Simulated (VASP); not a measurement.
Wanted: the native input for a VASP 6.6.1 run.

```yaml
Task: single point
Functional: HSE06
Potentials_or_basis: VASP PAW PBE potentials, release 64 (Be, Se)
Cutoff: 520 eV
k_mesh: 6 × 6 × 6
Occupations: gaussian, width 0.01 eV
Spin: no spin polarisation
Dipole_correction: no
Exchange_at_q_=_0: truncated
Grid_for_exact_exchange_PRECFOCK: Normal
Screening_parameter: 0.2079 1/A
Further_INCAR_settings: ALGO = Normal; EDIFF = 1e-07; NBANDS = 11
```

Crystal: BeSe.

```
Be Se
1.0
     0.00000    2.53071    2.53071
     2.53071    0.00000    2.53071
     2.53071    2.53071    0.00000
Be Se
1 1
Cartesian
  0.0000 0.0000 0.0000
  1.2654 1.2654 1.2654
```

The cell was built by a generator and needn't be a form met in nature.

The cell isn't the ideal one: hydrostatic strain -1.9%.

The input as run:

POSCAR

```
BeSe
1.0
    0.0000000000      2.5307051843      2.5307051843
    2.5307051843      0.0000000000      2.5307051843
    2.5307051843      2.5307051843      0.0000000000
Be Se
1 1
Direct
    0.0000000000      0.0000000000      0.0000000000
    0.2500000000      0.2500000000      0.2500000000
```

INCAR.step1

```
ALGO     = Normal         # electronic algorithm
EDIFF    = 1E-5           # SCF threshold, eV
ENCUT    = 520            # plane-wave cutoff, eV
GGA      = PE             # functional
ISIF     = 2              # what is computed and relaxed
ISMEAR   = 0              # smearing method
LASPH    = True           # aspherical terms in the spheres
LREAL    = False          # projectors in reciprocal space
LWAVE    = True           # write WAVECAR
NBANDS   = 11             # bands
NELM     = 100            # most SCF steps
PREC     = Accurate       # precision mode
SIGMA    = 0.01           # smearing width, eV
```

INCAR.step2

```
ALGO     = Normal         # electronic algorithm
EDIFF    = 1E-7           # SCF threshold, eV
ENCUT    = 520            # plane-wave cutoff, eV
GGA      = PE             # functional
HFSCREEN = 0.2079         # screening, 1/A
ISIF     = 2              # what is computed and relaxed
ISMEAR   = 0              # smearing method
ISTART   = 1            
LASPH    = True           # aspherical terms in the spheres
LCHARG   = True           # write CHGCAR
LELF     = True           # ELF
LHFCALC  = True           # exact exchange
LREAL    = False          # projectors in reciprocal space
LVHAR    = True         
LWAVE    = False          # write WAVECAR
NBANDS   = 11             # bands
NELM     = 100            # most SCF steps
PREC     = Accurate       # precision mode
PRECFOCK = Normal       
SIGMA    = 0.01           # smearing width, eV
```

KPOINTS

```
k-points
0
Gamma
  6 6 6
```

Potentials or basis: VASP PAW PBE potentials, release 64 (Be, Se).

Command:

```bash
$ cat potpaw_PBE.64/Be/POTCAR potpaw_PBE.64/Se/POTCAR > POTCAR
$ cp INCAR.step1 INCAR
$ mpirun -np 1 vasp_std > vasp.out
$ cp INCAR.step2 INCAR
$ mpirun -np 1 vasp_std > vasp.out
```

It gave:

```yaml
Pressure: 4.4 GPa
Band_gap_on_the_k_mesh: 3.36 eV, indirect (least direct gap 5.85 eV)
```

Caveat: the PAW data sets were made with another functional, which shifts forces and pressure a little.

It took 6.2 min on 1 thread of Intel(R) Xeon(R) 6975P-C (Granite Rapids), with other jobs on the host, peak memory 0.26 GiB.
